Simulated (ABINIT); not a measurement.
# Beyond one shot: KI (Fm-3m), part 2 of 3

Aim: iterate the self-energy on KI (Fm-3m) and follow the gap from cycle to cycle.

ABINIT 10.8.3; PBE and many-body steps on it, plane waves. Known limits of the many-body steps: not at the basis limit; no spin-orbit coupling; coarse k mesh.

So far. Step 4 (G0W0): The gap on the mesh goes from 3.96 eV to 5.52 eV, a correction of +1.55 eV. Step 5 (Self-consistent COHSEX, cycle 1): Against G0W0 in ABINIT (2×2×2 mesh, 44 bands, screening to 87.1 eV, Godby-Needs plasmon pole), the gap moves by +1.035 eV.

## (6) Screening, 2×2×2 mesh, 44 bands, screening to 87.1 eV

This step: RPA screening on PBE, plane waves, norm-conserving pseudopotentials.

run.abi

```
acell 3*1.0 Angstrom
rprim 
  0.000000000000 3.532775000000 3.532775000000
  3.532775000000 0.000000000000 3.532775000000
  3.532775000000 3.532775000000 -0.000000000000
ntypat 2
znucl 19 53
natom 2
typat 1 2
xred 
  0.000000000000 0.000000000000 0.000000000000
  0.500000000000 0.500000000000 0.500000000000
pp_dirpath "pseudos"
pseudos "K.upf, I.upf"
ecut 33
ngkpt 2 2 2
nshiftk 1
shiftk 0 0 0
kptopt 1
chksymbreak 0
istwfk *1
occopt 1
irdwfk 1
optdriver 3
nband 44
ecuteps 3.2
inclvkb 2
awtr 1
symchi 1
gwcalctyp 27
nfreqre 1
nfreqim 0
mbpt_sciss 2.701 eV
nqptdm 1
qptdm 
  0 0 0
indata_prefix "in"
outdata_prefix "out"
tmpdata_prefix "tmp"
```

Launch:

```bash
$ OMP_NUM_THREADS=1 mpirun -n 4 abinit run.abi > log
```

The log of the run:

```text
.Version 10.8.3 of ABINIT. v10.8.2 released Aug 2026.

 Symmetries : space group Fm -3 m (#225); Bravais cF (face-center cubic)
[... echo of the input left out ...]
== DATASET  1 ==================================================================
-   mpi_nproc: 4, omp_nthreads: 1 (-1 if OMP is not activated)

--- !DatasetInfo
iteration_state: {dtset: 1, }
dimensions: {natom: 2, nkpt: 3, mband: 44, nsppol: 1, nspinor: 1, nspden: 1, mpw: 5434, }
cutoff_energies: {ecut:  33.0, pawecutdg:  -1.0, }
electrons: {nelect:   1.60000000E+01, charge:   0.00000000E+00, occopt:   1.00000000E+00, tsmear:   1.00000000E-02, }

 SCREENING: Calculation of the susceptibility and dielectric matrices

 Based on a program developped by R.W. Godby, V. Olevano, G. Onida, and L. Reining.
 Incorporated in ABINIT by V. Olevano, G.-M. Rignanese, and M. Torrent.
.Using double precision arithmetic ; gwpc =  8

[... cell and pseudopotentials left out ...]
--------------------------------------------------------------------------------

 ==== K-mesh for the wavefunctions ====
 Number of points in the irreducible wedge :     3
[... list of points left out ...]
 Together with 48 symmetry operations and time-reversal symmetry
 yields     8 points in the full Brillouin Zone.

 ==== Q-mesh for the screening function ====
 Number of points in the irreducible wedge :     3
[... list of points left out ...]
 Together with 48 symmetry operations and time-reversal symmetry
 yields     8 points in the full Brillouin Zone.

 setmesh: FFT mesh size selected  =    32x   32x   32
          total number of points  =        32768

 vcoul_init : cutoff-mode = AUXILIARY_FUNCTION
 q-points for optical limit:   1
     1)      0.000010    0.000020    0.000030

 Dielectric matrix will be calculated only for some
 selected q points provided by the user through the input variables
 nqptdm and qptdm

- screening: taking advantage of time-reversal symmetry
- Maximum band index for partially occupied states nbvw = 8
- Remaining bands to be divided among processors   nbcw = 36
- Number of bands treated by each node ~9

 rdqps: reading QP wavefunctions of the previous step
        looking for file in_QPS
 file not found, 1st iteration initialized with KS eigenelements

 screening : performing a first self-consistency
 update of the energies in W by a scissor operator
 applying a scissor operator of [eV] :   2.701

 Number of electrons calculated from density =   16.0000; Expected =   16.0000
 average of density, n =  0.026887
 r_s =    2.0707
 omega_plasma =   15.8172 [eV]

 calculating chi0 at frequencies [eV] :
  1    0.000000E+00    0.000000E+00

--------------------------------------------------------------------------------
  q-point number  1        q = ( 0.000000, 0.000000, 0.000000) [r.l.u.]
--------------------------------------------------------------------------------
[... chi0 elements left out ...]
 For q-point:  0.000010 0.000020 0.000030
  dielectric constant =   2.6943
  dielectric constant without local fields =   3.1441

  Average fulfillment of the sum rule on Im[epsilon] for q-point    1 :     65.38  [%]
[... wings left out ...]
== END DATASET(S) ==============================================================
================================================================================

 -outvars: echo values of variables after computation  --------
           etotal      0.0000000000E+00
            nband          44
             nkpt           3
          spgroup         225
 [... the other variables as echoed above ...]

 Calculation completed.
```

Wall time 2.5 s (4 MPI ranks of Arm Neoverse V2, shared host); peak memory 0.13 GiB.

This step gave:

| Property | Result |
| --- | --- |
| ε∞ with local fields, on this mesh, along the program's q direction | 2.694 |
| the same without local fields | 3.144 |
| plasma frequency | 15.82 eV |
| plane waves in the screening matrix | 169 |

This screening uses the functional's bands under a rigid shift, the mean opening of the cycle before.

## (7) Screening, 2×2×2 mesh, 44 bands, screening to 87.1 eV

This step: RPA screening on PBE from quasiparticle energies and orbitals, plane waves, norm-conserving pseudopotentials.

run.abi, as its differences from that of step 6:

```diff
@@ -32,6 +32,7 @@
 nfreqim 0
-mbpt_sciss 2.701 eV
-nqptdm 1
+irdqps 1
+nqptdm 2
 qptdm 
-  0 0 0
+  0.5000000000 0.0000000000 0.0000000000
+  0.5000000000 0.5000000000 0.0000000000
 indata_prefix "in"
```

mrgscr.stdin

```
2
merged
q0_SCR
out_SCR
1
```

Launch:

```bash
$ OMP_NUM_THREADS=1 mpirun -n 4 abinit run.abi > log; mrgscr < mrgscr.stdin
```

The log of the run:

```text
.Version 10.8.3 of ABINIT. v10.8.2 released Aug 2026.

 Symmetries : space group Fm -3 m (#225); Bravais cF (face-center cubic)
[... echo of the input left out ...]
== DATASET  1 ==================================================================
-   mpi_nproc: 4, omp_nthreads: 1 (-1 if OMP is not activated)

--- !DatasetInfo
iteration_state: {dtset: 1, }
dimensions: {natom: 2, nkpt: 3, mband: 44, nsppol: 1, nspinor: 1, nspden: 1, mpw: 5434, }
cutoff_energies: {ecut:  33.0, pawecutdg:  -1.0, }
[...]
q-point number  2        q = ( 0.500000, 0.500000, 0.000000) [r.l.u.]
--------------------------------------------------------------------------------
[... chi0 elements left out ...]
  Average fulfillment of the sum rule on Im[epsilon] for q-point    3 :     81.57  [%]

== END DATASET(S) ==============================================================
================================================================================

 -outvars: echo values of variables after computation  --------
           etotal      0.0000000000E+00
            nband          44
             nkpt           3
          spgroup         225
 [... the other variables as echoed above ...]

 Calculation completed.
```

The job ended after 2.3 s (4 MPI ranks; peak memory 0.13 GiB; 8.7 s of CPU time).

Numbers from this step:

| Item | Value |
| --- | --- |
| plasma frequency | 15.82 eV |
| plane waves in the screening matrix | 169 |

This screening reads the quasiparticle levels of the cycle before.

## (8) Self-consistent COHSEX, cycle 2

The corrected levels of the last cycle go back in.

This step: self-consistent COHSEX on PBE, plane waves, norm-conserving pseudopotentials.

run.abi, as its differences from that of step 7:

```diff
@@ -23,16 +23,19 @@
 irdwfk 1
-optdriver 3
+optdriver 4
 nband 44
-ecuteps 3.2
-inclvkb 2
-awtr 1
-symchi 1
 gwcalctyp 27
-nfreqre 1
-nfreqim 0
-irdqps 1
-nqptdm 2
-qptdm 
+ecutsigx 33
+symsigma 0
+nkptgw 3
+kptgw 
+  0.0000000000 0.0000000000 0.0000000000
   0.5000000000 0.0000000000 0.0000000000
   0.5000000000 0.5000000000 0.0000000000
+bdgw 
+  1 15
+  1 15
+  1 15
+ecuteps 3.2
+irdscr 1
+irdqps 1
 indata_prefix "in"
```

Launch:

```bash
$ OMP_NUM_THREADS=1 mpirun -n 4 abinit run.abi > log
```

The log of the run:

```text
.Version 10.8.3 of ABINIT. v10.8.2 released Aug 2026.

 Symmetries : space group Fm -3 m (#225); Bravais cF (face-center cubic)
[... echo of the input left out ...]
== DATASET  1 ==================================================================
-   mpi_nproc: 4, omp_nthreads: 1 (-1 if OMP is not activated)

--- !DatasetInfo
iteration_state: {dtset: 1, }
dimensions: {natom: 2, nkpt: 3, mband: 44, nsppol: 1, nspinor: 1, nspden: 1, mpw: 5434, }
cutoff_energies: {ecut:  33.0, pawecutdg:  -1.0, }
[...]
Convergence of QP corrections
 >>>>> For spin  1 <<<<<
.  kptgw no:  1; Maximum DeltaE = (  -0.601   0.000) for band index:  1
.  kptgw no:  2; Maximum DeltaE = (  -0.601  -0.000) for band index:  1
.  kptgw no:  3; Maximum DeltaE = (  -0.601   0.000) for band index:  1

== END DATASET(S) ==============================================================
================================================================================

 -outvars: echo values of variables after computation  --------
           etotal      0.0000000000E+00
            nband          44
             nkpt           3
          spgroup         225
 [... the other variables as echoed above ...]

 Calculation completed.
```

Wall time 4.5 s (4 MPI ranks); peak memory 0.96 GiB; 18 s of CPU time.

Numbers from this step:

* quasiparticle gap on the points computed: 6.968 eV
* gap of the density functional on the mesh: 3.962 eV
* k of the valence top: 0, 0, 0
* k of the conduction bottom: 0, 0, 0
* least direct quasiparticle gap on the computed points: 6.968 eV

Against the cycle before, the gap moves by +0.416 eV.

## (9) Screening, 2×2×2 mesh, 44 bands, screening to 87.1 eV

This step: RPA screening on PBE, plane waves, norm-conserving pseudopotentials.

run.abi, as its differences from that of step 8:

```diff
@@ -23,19 +23,15 @@
 irdwfk 1
-optdriver 4
+optdriver 3
 nband 44
+ecuteps 3.2
+inclvkb 2
+awtr 1
+symchi 1
 gwcalctyp 27
-ecutsigx 33
-symsigma 0
-nkptgw 3
-kptgw 
-  0.0000000000 0.0000000000 0.0000000000
-  0.5000000000 0.0000000000 0.0000000000
-  0.5000000000 0.5000000000 0.0000000000
-bdgw 
-  1 15
-  1 15
-  1 15
-ecuteps 3.2
-irdscr 1
-irdqps 1
+nfreqre 1
+nfreqim 0
+mbpt_sciss 3.107 eV
+nqptdm 1
+qptdm 
+  0 0 0
 indata_prefix "in"
```

The log of the run:

```text
.Version 10.8.3 of ABINIT. v10.8.2 released Aug 2026.

 Symmetries : space group Fm -3 m (#225); Bravais cF (face-center cubic)
[... echo of the input left out ...]
== DATASET  1 ==================================================================
-   mpi_nproc: 4, omp_nthreads: 1 (-1 if OMP is not activated)

--- !DatasetInfo
iteration_state: {dtset: 1, }
dimensions: {natom: 2, nkpt: 3, mband: 44, nsppol: 1, nspinor: 1, nspden: 1, mpw: 5434, }
cutoff_energies: {ecut:  33.0, pawecutdg:  -1.0, }
[...]
[... chi0 elements left out ...]
 For q-point:  0.000010 0.000020 0.000030
  dielectric constant =   2.6313
  dielectric constant without local fields =   3.0563

  Average fulfillment of the sum rule on Im[epsilon] for q-point    1 :     66.54  [%]
[... wings left out ...]
== END DATASET(S) ==============================================================
================================================================================

 -outvars: echo values of variables after computation  --------
           etotal      0.0000000000E+00
            nband          44
             nkpt           3
          spgroup         225
 [... the other variables as echoed above ...]

 Calculation completed.
```

It took 2.5 s on 4 MPI ranks; peak memory 0.13 GiB.

This step gave:

| Property | Result |
| --- | --- |
| ε∞ with local fields, on this mesh, along the program's q direction | 2.631 |
| the same without local fields | 3.056 |
| plasma frequency | 15.82 eV |
| plane waves in the screening matrix | 169 |

This screening uses the functional's bands under a rigid shift, the mean opening of the cycle before.

## (10) Screening, 2×2×2 mesh, 44 bands, screening to 87.1 eV

This step: RPA screening on PBE from quasiparticle energies and orbitals, plane waves, norm-conserving pseudopotentials.

run.abi, as its differences from that of step 9:

```diff
@@ -32,6 +32,7 @@
 nfreqim 0
-mbpt_sciss 3.107 eV
-nqptdm 1
+irdqps 1
+nqptdm 2
 qptdm 
-  0 0 0
+  0.5000000000 0.0000000000 0.0000000000
+  0.5000000000 0.5000000000 0.0000000000
 indata_prefix "in"
```

mrgscr.stdin is that of step 7.

Launch:

```bash
$ OMP_NUM_THREADS=1 mpirun -n 4 abinit run.abi > log; mrgscr < mrgscr.stdin
```

The log of the run:

```text
.Version 10.8.3 of ABINIT. v10.8.2 released Aug 2026.

 Symmetries : space group Fm -3 m (#225); Bravais cF (face-center cubic)
[... echo of the input left out ...]
== DATASET  1 ==================================================================
-   mpi_nproc: 4, omp_nthreads: 1 (-1 if OMP is not activated)

--- !DatasetInfo
iteration_state: {dtset: 1, }
dimensions: {natom: 2, nkpt: 3, mband: 44, nsppol: 1, nspinor: 1, nspden: 1, mpw: 5434, }
cutoff_energies: {ecut:  33.0, pawecutdg:  -1.0, }
[...]
q-point number  2        q = ( 0.500000, 0.500000, 0.000000) [r.l.u.]
--------------------------------------------------------------------------------
[... chi0 elements left out ...]
  Average fulfillment of the sum rule on Im[epsilon] for q-point    3 :     82.50  [%]

== END DATASET(S) ==============================================================
================================================================================

 -outvars: echo values of variables after computation  --------
           etotal      0.0000000000E+00
            nband          44
             nkpt           3
          spgroup         225
 [... the other variables as echoed above ...]

 Calculation completed.
```

Run time: 2.3 s. Hardware: 4 MPI ranks; peak memory 0.13 GiB; 8.7 s of CPU time.

This step gave:

| Item | Value |
| --- | --- |
| plasma frequency | 15.82 eV |
| plane waves in the screening matrix | 169 |

This screening reads the quasiparticle levels of the cycle before.

## (11) Self-consistent COHSEX, cycle 3

This step: self-consistent COHSEX on PBE, plane waves, norm-conserving pseudopotentials.

run.abi, as its differences from that of step 10:

```diff
@@ -23,16 +23,19 @@
 irdwfk 1
-optdriver 3
+optdriver 4
 nband 44
-ecuteps 3.2
-inclvkb 2
-awtr 1
-symchi 1
 gwcalctyp 27
-nfreqre 1
-nfreqim 0
-irdqps 1
-nqptdm 2
-qptdm 
+ecutsigx 33
+symsigma 0
+nkptgw 3
+kptgw 
+  0.0000000000 0.0000000000 0.0000000000
   0.5000000000 0.0000000000 0.0000000000
   0.5000000000 0.5000000000 0.0000000000
+bdgw 
+  1 15
+  1 15
+  1 15
+ecuteps 3.2
+irdscr 1
+irdqps 1
 indata_prefix "in"
```

Launch:

```bash
$ OMP_NUM_THREADS=1 mpirun -n 4 abinit run.abi > log
```

The log of the run:

```text
.Version 10.8.3 of ABINIT. v10.8.2 released Aug 2026.

 Symmetries : space group Fm -3 m (#225); Bravais cF (face-center cubic)
[... echo of the input left out ...]
== DATASET  1 ==================================================================
-   mpi_nproc: 4, omp_nthreads: 1 (-1 if OMP is not activated)

--- !DatasetInfo
iteration_state: {dtset: 1, }
dimensions: {natom: 2, nkpt: 3, mband: 44, nsppol: 1, nspinor: 1, nspden: 1, mpw: 5434, }
cutoff_energies: {ecut:  33.0, pawecutdg:  -1.0, }
[...]
Convergence of QP corrections
 >>>>> For spin  1 <<<<<
.  kptgw no:  1; Maximum DeltaE = (  -0.052  -0.000) for band index:  1
.  kptgw no:  2; Maximum DeltaE = (   0.053   0.000) for band index: 15
.  kptgw no:  3; Maximum DeltaE = (   0.056  -0.000) for band index: 15

== END DATASET(S) ==============================================================
================================================================================

 -outvars: echo values of variables after computation  --------
           etotal      0.0000000000E+00
            nband          44
             nkpt           3
          spgroup         225
 [... the other variables as echoed above ...]

 Calculation completed.
```

Elapsed: 4.5 s, on 4 MPI ranks; peak memory 0.96 GiB; 18 s of CPU time.

Numbers from this step:

```
quasiparticle gap on the points computed              : 7.018 eV
gap of the density functional on the mesh             : 3.962 eV
k of the valence top                                  : 0, 0, 0
k of the conduction bottom                            : 0, 0, 0
least direct quasiparticle gap on the computed points : 7.018 eV
```

Against the cycle before, the gap moves by +0.050 eV.

## (12) Screening, 2×2×2 mesh, 44 bands, screening to 87.1 eV

This step: RPA screening on PBE, plane waves, norm-conserving pseudopotentials.

run.abi, as its differences from that of step 11:

```diff
@@ -23,19 +23,15 @@
 irdwfk 1
-optdriver 4
+optdriver 3
 nband 44
+ecuteps 3.2
+inclvkb 2
+awtr 1
+symchi 1
 gwcalctyp 27
-ecutsigx 33
-symsigma 0
-nkptgw 3
-kptgw 
-  0.0000000000 0.0000000000 0.0000000000
-  0.5000000000 0.0000000000 0.0000000000
-  0.5000000000 0.5000000000 0.0000000000
-bdgw 
-  1 15
-  1 15
-  1 15
-ecuteps 3.2
-irdscr 1
-irdqps 1
+nfreqre 1
+nfreqim 0
+mbpt_sciss 3.156 eV
+nqptdm 1
+qptdm 
+  0 0 0
 indata_prefix "in"
```

The log of the run:

```text
.Version 10.8.3 of ABINIT. v10.8.2 released Aug 2026.

 Symmetries : space group Fm -3 m (#225); Bravais cF (face-center cubic)
[... echo of the input left out ...]
== DATASET  1 ==================================================================
-   mpi_nproc: 4, omp_nthreads: 1 (-1 if OMP is not activated)

--- !DatasetInfo
iteration_state: {dtset: 1, }
dimensions: {natom: 2, nkpt: 3, mband: 44, nsppol: 1, nspinor: 1, nspden: 1, mpw: 5434, }
cutoff_energies: {ecut:  33.0, pawecutdg:  -1.0, }
[...]
[... chi0 elements left out ...]
 For q-point:  0.000010 0.000020 0.000030
  dielectric constant =   2.6241
  dielectric constant without local fields =   3.0463

  Average fulfillment of the sum rule on Im[epsilon] for q-point    1 :     66.67  [%]
[... wings left out ...]
== END DATASET(S) ==============================================================
================================================================================

 -outvars: echo values of variables after computation  --------
           etotal      0.0000000000E+00
            nband          44
             nkpt           3
          spgroup         225
 [... the other variables as echoed above ...]

 Calculation completed.
```

Elapsed: 2.5 s, on 4 MPI ranks; peak memory 0.13 GiB.

This step gave:

```yaml
eps_infinity_with_local_fields_on_this_mesh_along_the_program_s_q_direction: 2.624
the_same_without_local_fields: 3.046
plasma_frequency: 15.82 eV
plane_waves_in_the_screening_matrix: 169
```

This screening uses the functional's bands under a rigid shift, the mean opening of the cycle before.

(Part 2 of 3 ends here.)

[Paths, hosts, dates, memory and timing lines, banners, echoed tables and standing remarks are left out of the program output.]

[Logs are printed without paths, hosts, clocks, repeated set-up lines and the standing remarks that a program may print on its own settings, such as how far it seeks lower states.]

[Runs of the session that timed out or met a known fault of the program may be left out.]

[Hosts, paths, dates, database ids (printed as entryN), source tags and the programs' standing remarks are cut or masked in the printed files.]

[G0W0 gaps are taken among the corrected bands and points alone; a level outside them can change the order at an edge.]

[Where Ansatz stands beside ABINIT at settings called matched, ABINIT's density can come from a denser mesh and the files from another edition; pairs whose starting gaps differed by over 0.03 eV were left out, so agreement reads better than it is.]
